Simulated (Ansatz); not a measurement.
## Response of V to small distortions

```xyz
2
Lattice="0.0000 2.7335 2.7335 2.7335 0.0000 2.7335 2.7335 2.7335 0.0000" Properties=species:S:1:pos:R:3 pbc="T T T"
V     0.0000    0.0000    0.0000
V     1.3667    1.3667    1.3667
```

Atoms are numbered in the order listed.

The cell was built from the diamond type and relaxed in the same program, and has space group Fd-3m; it needn't be a known or the stable phase.

Other magnetic orders may lie lower; this is the state that the run reached.

All numbers below come from Ansatz 0.2.0, DFT, PBE, all-electron LAPW, scalar-relativistic.

Settings: a Γ-centred 10×10×10 k mesh, Fermi–Dirac smearing of 0.08 eV, basis error target 1 meV/atom, spin-polarised from start moments V1 1.5, V2 1.5 μB.

The unchanged cell is at -0.01 GPa.

In a metal, stresses and small energies carry noise from the k mesh.

x, y and z are the Cartesian axes of the cell as listed; fractional coordinates follow a strain, and an engineering shear is twice the off-diagonal strain component.

(1) With this change (equal xy, yz and zx engineering shear strains of -1 %), what becomes of the energy and stress and forces and moment?

With equal xy, yz and zx engineering shear strains of +3 %: energy change -1 meV/atom; stress change (xx, yy, zz, yz, xz, xy) 0.07, 0.07, 0.07, 0.25, 0.25, 0.25 GPa, compression positive; change of the force on V1 (0.323, 0.323, 0.323) eV/Å; moment 3.74 → 3.74 μB.

Answers

(1) Energy change under 1 meV/atom; stress change (xx, yy, zz, yz, xz, xy) 0.01, 0.01, 0.01, -0.05, -0.05, -0.05 GPa, compression positive; change of the force on V1 (-0.105, -0.105, -0.105) eV/Å; moment 3.74 → 3.74 μB.
